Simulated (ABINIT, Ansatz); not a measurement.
# GaAs (F-43m): Raman and infrared activity, part 2 of 3

Wanted: vibrational spectra of GaAs (F-43m) from linear and non-linear response.

ABINIT 10.8.3; DFT LDA, scalar-relativistic, plane waves, HGH norm-conserving pseudopotentials.

So far. Step 2 (Relaxing the cell and atoms): The volume changes by -3.9 % from the cell with which this run began. Step 5 (Linear response at Γ): The acoustic modes at Γ come out as far as 1.2 cm⁻¹ from zero, where they should vanish, a small numerical error; the Born charges miss their sum rule by 0.029 e, which is fair. The relaxed cell has a = 5.528 Å (conventional setting).

**6. Zone-centre analysis**

anaddb reads the merged derivatives, imposes the acoustic sum rule and charge neutrality, and adds the LO-TO term along chosen directions.

Contents of anaddb.abi:

```
ddb_filepath "gamma_DDB"
output_file "anaddb.abo"
outdata_prefix "anaddb"
asr 1
chneut 1
enunit 2
eivec 1
nph1l 1
qph1l 0.0 0.0 0.0 1.0
dieflag 1
nph2l 3
qph2l 
    1.0 0.0 0.0 0.0
    0.0 0.0 1.0 0.0
    1.0 1.0 1.0 0.0
nlflag 1
ramansr 1
alphon 1
prtmbm 1
```

Contents of mrgddb.in:

```
gamma_DDB
merged
3
dfpt_gammao_DS2_DDB
dfpt_gammao_DS3_DDB
gso_DDB
```

Command:

```sh
$ mrgddb < mrgddb.in > mrgddb.log
$ OMP_NUM_THREADS=1 anaddb anaddb.abi > anaddb.log
```

anaddb.abo, the main output file:

```text
[banners, grids, parts of the stress and lines that vanish by symmetry left out]
-outvars_anaddb: echo values of input variables ----------------------

 Flags :
[...]
Dielectric Tensor and Effective Charges
[...]
Effective charge tensors after
[...]
1          1       -0.000000171        0.000000000        0.000000000
[...]
1          2        0.000000171       -0.000000171       -0.365145923
[...]
1          3       -0.000000171       -0.365145923       -0.000000171
[...]
2          1        0.000000171       -0.000000000       -0.000000000
[...]
2          2       -0.000000171        0.000000171        0.365145923
[...]
2          3        0.000000171        0.365145923        0.000000171
[...]
Phonon wavevector (reduced coordinates) :  0.00000  0.00000  0.00000
 Phonon energies in Hartree :
[...]
Phonon energies in meV     :
-  0.000000E+00  0.000000E+00  0.000000E+00  3.369052E+01  3.369052E+01
-  3.369052E+01
 Phonon frequencies in cm-1    :
-  0.000000E+00  0.000000E+00  0.000000E+00  2.717324E+02  2.717324E+02
-  2.717324E+02
 Phonon frequencies in Thz     :
-  0.000000E+00  0.000000E+00  0.000000E+00  8.146332E+00  8.146332E+00
-  8.146332E+00
 Phonon energies in Kelvin  :
-  0.000000E+00  0.000000E+00  0.000000E+00  3.909623E+02  3.909623E+02
-  3.909623E+02
[...]
-  1  0.00000000E+00  0.00000000E+00 -1.94746136E-03
-     0.00000000E+00  0.00000000E+00  0.00000000E+00
-  2  0.00000000E+00  0.00000000E+00 -1.94746137E-03
-     0.00000000E+00  0.00000000E+00  0.00000000E+00
[...]
-  1  0.00000000E+00 -1.94746136E-03  0.00000000E+00
-     0.00000000E+00  0.00000000E+00  0.00000000E+00
-  2  0.00000000E+00 -1.94746137E-03  0.00000000E+00
-     0.00000000E+00  0.00000000E+00  0.00000000E+00
[...]
-  1  1.94746136E-03  0.00000000E+00  0.00000000E+00
-     0.00000000E+00  0.00000000E+00  0.00000000E+00
-  2  1.94746138E-03  0.00000000E+00  0.00000000E+00
-     0.00000000E+00  0.00000000E+00  0.00000000E+00
[...]
-  1  0.00000000E+00  0.00000000E+00 -2.01875824E-03
-     0.00000000E+00  0.00000000E+00  0.00000000E+00
-  2  0.00000000E+00  0.00000000E+00  1.87868250E-03
-     0.00000000E+00  0.00000000E+00  0.00000000E+00
[...]
-  1  0.00000000E+00  2.01875824E-03  0.00000000E+00
-     0.00000000E+00  0.00000000E+00  0.00000000E+00
-  2  0.00000000E+00 -1.87868250E-03  0.00000000E+00
-     0.00000000E+00  0.00000000E+00  0.00000000E+00
[...]
-  1  2.01875824E-03  0.00000000E+00  0.00000000E+00
-     0.00000000E+00  0.00000000E+00  0.00000000E+00
-  2 -1.87868250E-03  0.00000000E+00  0.00000000E+00
-     0.00000000E+00  0.00000000E+00  0.00000000E+00
[...]
-     1          0.000000    -0.000000     0.000000     0.000000
-     2         -0.000000     0.000000     0.000000     0.000000
-     3         -0.000000     0.000000    -0.000000     0.000000
-     4         -0.000000    -0.000000    -2.845840     2.845840
-     5          0.000000     2.845840    -0.000000     2.845840
-     6          2.845840    -0.000000     0.000000     2.845840
[...]
-   1     Real    0.0000E+00  0.0000E+00  0.0000E+00  0.0000E+00  0.0000E+00  0.0000E+00  0.0000E+00
[...]
-   2     Real    0.0000E+00  0.0000E+00  0.0000E+00  0.0000E+00  0.0000E+00  0.0000E+00  0.0000E+00
[...]
-   3     Real    0.0000E+00  0.0000E+00  0.0000E+00  0.0000E+00  0.0000E+00  0.0000E+00  0.0000E+00
[...]
-   4     Real    0.0000E+00  0.0000E+00  6.1590E-05  0.0000E+00  0.0000E+00  0.0000E+00  6.1590E-05
[...]
-   5     Real    0.0000E+00  6.1590E-05  0.0000E+00  0.0000E+00  0.0000E+00  0.0000E+00  6.1590E-05
[...]
-   6     Real    6.1590E-05  0.0000E+00  0.0000E+00  0.0000E+00  0.0000E+00  0.0000E+00  6.1590E-05
[...]
-        -0.000000000      -0.000000000      -0.000000000
-        -0.000000000       0.000000000      -0.000000000
[...]
Phonon at Gamma, with non-analyticity in the
[...]
Phonon energies in Hartree :
[...]
Phonon energies in meV     :
-  0.000000E+00  0.000000E+00  0.000000E+00  3.369052E+01  3.369052E+01
-  3.594839E+01
 Phonon frequencies in cm-1    :
-  0.000000E+00  0.000000E+00  0.000000E+00  2.717324E+02  2.717324E+02
-  2.899433E+02
 Phonon frequencies in Thz     :
-  0.000000E+00  0.000000E+00  0.000000E+00  8.146332E+00  8.146332E+00
-  8.692282E+00
 Phonon energies in Kelvin  :
-  0.000000E+00  0.000000E+00  0.000000E+00  3.909623E+02  3.909623E+02
-  4.171638E+02
[...]
-  1  0.00000000E+00  0.00000000E+00 -1.94746136E-03
[...]
-  2  0.00000000E+00  0.00000000E+00 -1.94746137E-03
[...]
Phonon at Gamma, with non-analyticity in the
[...]
Phonon energies in Hartree :
[...]
Phonon energies in meV     :
-  0.000000E+00  0.000000E+00  0.000000E+00  3.369052E+01  3.369052E+01
-  3.594839E+01
 Phonon frequencies in cm-1    :
-  0.000000E+00  0.000000E+00  0.000000E+00  2.717324E+02  2.717324E+02
-  2.899433E+02
 Phonon frequencies in Thz     :
-  0.000000E+00  0.000000E+00  0.000000E+00  8.146332E+00  8.146332E+00
-  8.692282E+00
 Phonon energies in Kelvin  :
-  0.000000E+00  0.000000E+00  0.000000E+00  3.909623E+02  3.909623E+02
-  4.171638E+02
[...]
Phonon at Gamma, with non-analyticity in the
[...]
Phonon energies in Hartree :
[...]
Phonon energies in meV     :
-  0.000000E+00  0.000000E+00  0.000000E+00  3.369052E+01  3.369052E+01
-  3.594839E+01
 Phonon frequencies in cm-1    :
-  0.000000E+00  0.000000E+00  0.000000E+00  2.717324E+02  2.717324E+02
-  2.899433E+02
 Phonon frequencies in Thz     :
-  0.000000E+00  0.000000E+00  0.000000E+00  8.146332E+00  8.146332E+00
-  8.692282E+00
 Phonon energies in Kelvin  :
-  0.000000E+00  0.000000E+00  0.000000E+00  3.909623E+02  3.909623E+02
-  4.171638E+02
[...]
-  1  0.00000000E+00  1.94746136E-03  0.00000000E+00
[...]
-  2  0.00000000E+00  1.94746137E-03  0.00000000E+00
[...]
-  1  1.94746136E-03  0.00000000E+00  0.00000000E+00
[...]
-  2  1.94746138E-03  0.00000000E+00  0.00000000E+00
[...]
-  1  2.67179937E-04  1.27500990E-03 -1.54218984E-03
[...]
-  2 -2.48641101E-04 -1.18654068E-03  1.43518178E-03
[...]
-  1  1.62651102E-03 -1.04464012E-03 -5.81870899E-04
[...]
-  2 -1.51365217E-03  9.72155595E-04  5.41496576E-04
[...]
-         0.000000000      -0.000000000       0.000000000
-         0.000000000       0.000000000      -0.000000000
[...]
-         0.000000014       0.018352544      -0.015173016
-         0.018352544      -0.000000014      -0.003179524
-        -0.015173016      -0.003179524       0.000000003
[...]
-        -0.000000012       0.006924455       0.012431554
-         0.006924455       0.000000012      -0.019355982
-         0.012431554      -0.019355982       0.000000018
[...]
Direction                     Dielectric constant
[...]
0.00000   0.00000   1.00000     14.56199548
   1.00000   1.00000   1.00000     14.56199548
-
```

Elapsed: 1.1 s, on 1 thread of Arm Neoverse N1, shared host.

This step gave:

| Item | Value |
| --- | --- |
| mean static dielectric constant | 14.56 |
| highest mode moved by the LO-TO term | 289.9 cm⁻¹ |

No LO-TO term; unit eigenvectors of the mass-weighted matrix, from anaddb's displacements. Modes at Γ, with each element's share of the kinetic energy:

| mode | frequency (cm⁻¹) | symmetry | Ga % | As % |
| --- | --- | --- | --- | --- |
| 1 | 0.0 | acoustic | 48 | 52 |
| 2 | 0.0 | acoustic | 48 | 52 |
| 3 | 0.0 | acoustic | 48 | 52 |
| 4 | 271.7 | T2 | 52 | 48 |
| 5 | 271.7 | T2 | 52 | 48 |
| 6 | 271.7 | T2 | 52 | 48 |

Displacements in mode 5 (271.7 cm⁻¹), the largest set to 1:
```
Ga1  0.00  1.00  0.00
As2  0.00 -0.93  0.00
```

Trace of the oscillator strength, degenerate modes summed. Lines of the infrared spectrum (strongest = 100):

| position (cm⁻¹) | lines merged | IR intensity, relative |
| --- | --- | --- |
| 272 | 3 | 100 |

From anaddb's Raman susceptibilities, degenerate modes summed; transverse modes, the longitudinal lines of polar modes are not listed. Raman lines, with heights relative to the strongest:

| position (cm⁻¹) | lines merged | Raman activity (Å⁴/amu), powder, relative |
| --- | --- | --- |
| 272 | 3 | 100 |

Static dielectric tensor (ions relaxed, fixed cell):

```
14.56  0.00  0.00
 0.00 14.56  0.00
 0.00  0.00 14.56
```

Non-linear optical d (pm/V). Tensor:

| field along | xx | yy | zz | yz | xz | xy |
| --- | --- | --- | --- | --- | --- | --- |
| x | 0 | 0 | 0 | 92.38 | 0 | 0 |
| y | 0 | 0 | 0 | 0 | 92.38 | 0 |
| z | 0 | 0 | 0 | 0 | 0 | 92.38 |

The rule moves no optical mode by more than 0.1 cm⁻¹.

**7. Sum rules set otherwise (asr 0)**

Without the rule the raw error of the acoustic modes shows.

anaddb.abi: that of step 6 with these lines changed.

```diff
@@ -3,4 +3,4 @@
 outdata_prefix "anaddb"
-asr 1
-chneut 1
+asr 0
+chneut 0
 enunit 2
```

mrgddb.in is that of step 6.

anaddb.abo, the main output file:

```text
[banners, grids, parts of the stress and lines that vanish by symmetry left out]
-outvars_anaddb: echo values of input variables ----------------------

 Flags :
[...]
Dielectric Tensor and Effective Charges
[...]
Effective charge tensors after
[...]
1          1       -0.000000171        0.000000000        0.000000000
[...]
1          2        0.000000171       -0.000000171       -0.365145923
[...]
1          3       -0.000000171       -0.365145923       -0.000000171
[...]
2          1        0.000000171       -0.000000000       -0.000000000
[...]
2          2       -0.000000171        0.000000171        0.365145923
[...]
2          3        0.000000171        0.365145923        0.000000171
[...]
Phonon wavevector (reduced coordinates) :  0.00000  0.00000  0.00000
 Phonon energies in Hartree :
[...]
Phonon energies in meV     :
- -1.526625E-01 -1.526625E-01 -1.526625E-01  3.369020E+01  3.369020E+01
-  3.369020E+01
 Phonon frequencies in cm-1    :
- -1.231306E+00 -1.231306E+00 -1.231306E+00  2.717298E+02  2.717298E+02
-  2.717298E+02
 Phonon frequencies in Thz     :
- -3.691363E-02 -3.691363E-02 -3.691362E-02  8.146254E+00  8.146254E+00
-  8.146254E+00
 Phonon energies in Kelvin  :
- -1.771575E+00 -1.771575E+00 -1.771574E+00  3.909585E+02  3.909585E+02
-  3.909585E+02
[...]
-  1  0.00000000E+00  2.20122203E-07  1.94742448E-03
-     0.00000000E+00  0.00000000E+00  0.00000000E+00
-  2  0.00000000E+00  2.20130250E-07  1.94749568E-03
-     0.00000000E+00  0.00000000E+00  0.00000000E+00
[...]
-  1  0.00000000E+00  1.94742448E-03 -2.20122674E-07
-     0.00000000E+00  0.00000000E+00  0.00000000E+00
-  2  0.00000000E+00  1.94749568E-03 -2.20130722E-07
-     0.00000000E+00  0.00000000E+00  0.00000000E+00
[...]
-  1  1.94742449E-03  0.00000000E+00  0.00000000E+00
-     0.00000000E+00  0.00000000E+00  0.00000000E+00
-  2  1.94749569E-03  0.00000000E+00  0.00000000E+00
-     0.00000000E+00  0.00000000E+00  0.00000000E+00
[...]
-  1  0.00000000E+00  0.00000000E+00  2.01879381E-03
-     0.00000000E+00  0.00000000E+00  0.00000000E+00
-  2  0.00000000E+00  0.00000000E+00 -1.87864693E-03
-     0.00000000E+00  0.00000000E+00  0.00000000E+00
[...]
-  1  0.00000000E+00 -2.01879381E-03  0.00000000E+00
-     0.00000000E+00  0.00000000E+00  0.00000000E+00
-  2  0.00000000E+00  1.87864693E-03  0.00000000E+00
-     0.00000000E+00  0.00000000E+00  0.00000000E+00
[...]
-  1  2.01879381E-03  0.00000000E+00  0.00000000E+00
-     0.00000000E+00  0.00000000E+00  0.00000000E+00
-  2 -1.87864693E-03  0.00000000E+00  0.00000000E+00
-     0.00000000E+00  0.00000000E+00  0.00000000E+00
[...]
-     1         -0.000000    -0.000000    -0.020215     0.020215
-     2         -0.000000    -0.020215    -0.000000     0.020215
-     3         -0.020215    -0.000000    -0.000000     0.020215
-     4          0.000000     0.000000     2.845114     2.845114
-     5         -0.000000    -2.845114    -0.000000     2.845114
-     6          2.845114    -0.000000     0.000000     2.845114
[...]
-   1     Real    0.0000E+00  0.0000E+00  3.0996E-09  0.0000E+00  0.0000E+00  0.0000E+00  3.0996E-09
[...]
-   2     Real    0.0000E+00  3.0996E-09  0.0000E+00  0.0000E+00  0.0000E+00  0.0000E+00  3.0996E-09
[...]
-   3     Real    3.0996E-09  0.0000E+00  0.0000E+00  0.0000E+00  0.0000E+00  0.0000E+00  3.0996E-09
[...]
-   4     Real    0.0000E+00  0.0000E+00  6.1559E-05  0.0000E+00  0.0000E+00  0.0000E+00  6.1559E-05
[...]
-   5     Real    0.0000E+00  6.1559E-05  0.0000E+00  0.0000E+00  0.0000E+00  0.0000E+00  6.1559E-05
[...]
-   6     Real    6.1559E-05  0.0000E+00  0.0000E+00  0.0000E+00  0.0000E+00  0.0000E+00  6.1559E-05
[...]
-         0.000000000       0.000000439       0.000000000
-         0.000000439       0.000000000       0.000000000
[...]
Phonon at Gamma, with non-analyticity in the
[...]
Phonon energies in Hartree :
[...]
Phonon energies in meV     :
- -1.526625E-01 -1.526625E-01 -1.278875E-01  3.369020E+01  3.369020E+01
-  3.594699E+01
 Phonon frequencies in cm-1    :
- -1.231306E+00 -1.231306E+00 -1.031482E+00  2.717298E+02  2.717298E+02
-  2.899320E+02
 Phonon frequencies in Thz     :
- -3.691363E-02 -3.691363E-02 -3.092306E-02  8.146254E+00  8.146254E+00
-  8.691943E+00
 Phonon energies in Kelvin  :
- -1.771575E+00 -1.771575E+00 -1.484073E+00  3.909585E+02  3.909585E+02
-  4.171475E+02
[...]
-  1  0.00000000E+00  2.20145425E-07  1.94742448E-03
[...]
-  2  0.00000000E+00  2.20153474E-07  1.94749568E-03
[...]
Phonon at Gamma, with non-analyticity in the
[...]
Phonon energies in Hartree :
[...]
Phonon energies in meV     :
- -1.526625E-01 -1.526625E-01 -1.278875E-01  3.369020E+01  3.369020E+01
-  3.594699E+01
 Phonon frequencies in cm-1    :
- -1.231306E+00 -1.231306E+00 -1.031483E+00  2.717298E+02  2.717298E+02
-  2.899320E+02
 Phonon frequencies in Thz     :
- -3.691363E-02 -3.691362E-02 -3.092307E-02  8.146254E+00  8.146254E+00
-  8.691943E+00
 Phonon energies in Kelvin  :
- -1.771575E+00 -1.771574E+00 -1.484073E+00  3.909585E+02  3.909585E+02
-  4.171475E+02
[...]
Phonon at Gamma, with non-analyticity in the
[...]
Phonon energies in Hartree :
[...]
Phonon energies in meV     :
- -1.526625E-01 -1.526625E-01 -1.278875E-01  3.369020E+01  3.369020E+01
-  3.594699E+01
 Phonon frequencies in cm-1    :
- -1.231306E+00 -1.231306E+00 -1.031483E+00  2.717298E+02  2.717298E+02
-  2.899320E+02
 Phonon frequencies in Thz     :
- -3.691363E-02 -3.691362E-02 -3.092307E-02  8.146254E+00  8.146254E+00
-  8.691943E+00
 Phonon energies in Kelvin  :
- -1.771575E+00 -1.771575E+00 -1.484073E+00  3.909585E+02  3.909585E+02
-  4.171475E+02
[...]
-  1  1.57838067E-03 -9.55822450E-04 -6.22559268E-04
[...]
-  2  1.57843838E-03 -9.55857394E-04 -6.22582029E-04
[...]
-  1  1.12535200E-03  1.12535134E-03  1.12535113E-03
[...]
-  2  1.12345123E-03  1.12345057E-03  1.12345035E-03
[...]
-  1  2.67103604E-04  1.27508441E-03 -1.54218801E-03
[...]
-  2 -2.48560979E-04 -1.18656665E-03  1.43512763E-03
[...]
-  1  1.62655299E-03 -1.04459500E-03 -5.81957990E-04
[...]
-  2 -1.51363590E-03  9.72078071E-04  5.41557827E-04
[...]
-         0.000013131      -0.000000000       0.000013131
-         0.000013131       0.000013131      -0.000000000
[...]
-         0.000000014       0.018352199      -0.015173635
-         0.018352199      -0.000000014      -0.003178559
-        -0.015173635      -0.003178559       0.000000003
[...]
-        -0.000000012       0.006925370       0.012430798
-         0.006925370       0.000000012      -0.019356140
-         0.012430798      -0.019356140       0.000000018
[...]
Direction                     Dielectric constant
[...]
0.00000   0.00000   1.00000     14.56113827
   1.00000   1.00000   1.00000     14.56113827
-
```

Elapsed: 1.1 s, on 1 thread.

Zone-centre frequencies as printed; negative means imaginary. Modes:

| mode | frequency (cm⁻¹) |
| --- | --- |
| 1 | -1.23 |
| 2 | -1.23 |
| 3 | -1.23 |
| 4 | 271.7 |
| 5 | 271.7 |
| 6 | 271.7 |

(Part 2 of 3 ends here.)

[Host names and launcher messages were left out of these logs when they were recorded.]

[Logs are printed without paths, hosts, clocks, repeated set-up lines and the standing remarks that a program may print on its own settings, such as how far it seeks lower states.]

[Hosts, paths, dates, database ids (printed as entryN), source tags and the programs' standing remarks are cut or masked in the printed files.]
